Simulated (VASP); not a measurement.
A run of VASP 6.6.1 is set up as follows.

The input run.py:

```python
from ase.calculators.vasp import Vasp
from ase.dft.bandgap import bandgap
from ase.io import read

atoms = read('POSCAR')
calc = Vasp(
    directory='calc',
    xc='rpbe',
    pp='PBE',
    setups='recommended',
    pp_version='54',
    prec='Accurate',
    encut=520,
    ediff=1e-06,
    ismear=0,
    sigma=0.1,
    lreal=False,
    lasph=True,
    nelm=60,
    algo='Normal',
    isif=2,
    lwave=False,
    lcharg=False,
    kpts=[10, 10, 10],
    gamma=True,
)
atoms.calc = calc

print('energy (eV):', atoms.get_potential_energy())
print('free energy (eV):', atoms.get_potential_energy(force_consistent=True))
print('forces (eV/A):')
print(atoms.get_forces())
print('stress (eV/A^3, Voigt):', atoms.get_stress())
print('Fermi level (eV):', calc.get_fermi_level())
gap, top, bottom = bandgap(calc)
print('band gap (eV):', gap, 'from (spin, k, band)', top, 'to', bottom)
```

Contents of POSCAR:

```
In
1.0
   -1.8825252400      1.8825252400      1.8825252400
    1.8825252400     -1.8825252400      1.8825252400
    1.8825252400      1.8825252400     -1.8825252400
In
1
Direct
    0.0000000000      0.0000000000      0.0000000000
```

Potentials or basis: VASP PAW PBE potentials, release 54 (In_d).

Run with:

```sh
$ python run.py
```

Problem. Predict the pressure.

Solution. 3.0 GPa.

Problem. Estimate the band gap on the k mesh.

Solution. None (metal or under the smearing width).

Caveat: the PAW data sets were made with another functional, which shifts forces and pressure a little.
